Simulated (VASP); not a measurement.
Write the native input for VASP 6.6.1 that does the following.

```
Task                   : relaxation of cell and atoms
Functional             : LDA
Potentials or basis    : VASP PAW LDA potentials, release 64 (Pt, Se)
Cutoff                 : 600 eV
k mesh                 : 9 × 9 × 6
Occupations            : gaussian, width 0.02 eV
Spin                   : no spin polarisation
Further INCAR settings : ALGO = Normal; EDIFF = 1e-07; IBRION = 2; EDIFFG = -0.005; NSW = 90; ISIF = 3
```

The structure of PtSe2 lies in POSCAR:

```
PtSe2
1.0
    3.7173065500      0.0000000000      0.0000000000
   -1.8586532700      3.2192819000      0.0000000000
    0.0000000000      0.0000000000      5.8200740200
Pt Se
1 2
Direct
    0.0000000000      0.0000000000      0.0000000000
    0.6666666700      0.3333333300      0.7746118400
    0.3333333300      0.6666666700      0.2253881600
```

The cell is a database's computed one.

These files were run (other wordings do the same):

INCAR

```
PREC = Accurate ; ENCUT = 600
EDIFF = 1E-7 ; ISMEAR = 0
SIGMA = 0.02 ; LREAL = F
LASPH = T ; NELM = 100
ALGO = Normal ; ISIF = 3
LWAVE = F ; LCHARG = F
GGA = CA ; IBRION = 2
NSW = 90 ; EDIFFG = -0.005
```

KPOINTS

```
regular mesh
0
Gamma
  9 9 6
```

Potentials or basis: VASP PAW LDA potentials, release 64 (Pt, Se).

Command:

```bash
$ cat potpaw_LDA.64/Pt/POTCAR potpaw_LDA.64/Se/POTCAR > POTCAR
$ mpirun -np 1 vasp_std > vasp.out
```

It gave:

| Property | Result |
| --- | --- |
| Relaxed volume | 19.28 Å³/atom |
| Relaxed cell | a = 3.744 Å, b = 3.744 Å, c = 4.765 Å, α = 90.00°, β = 90.00°, γ = 120.00° |
| Space group after relaxing (to 0.05 Å) | P-3m1 (No. 164) |
| Energy gained by relaxing | 54.8 meV/atom |
| Ionic steps | 25 |
| Pressure after relaxing | 0.0 GPa |
| Largest force after relaxing | 0.004 eV/Å |
| Band gap on the k mesh | none (metal or under the smearing width) |

Caveat: the volume moved by over 15 % at a fixed basis, so the end points are rough.

Run time: 13 min on 1 thread of Intel(R) Xeon(R) Platinum 8259CL CPU @ 2.50GHz (Skylake/Cascade Lake), on a shared host, peak memory 0.26 GiB.
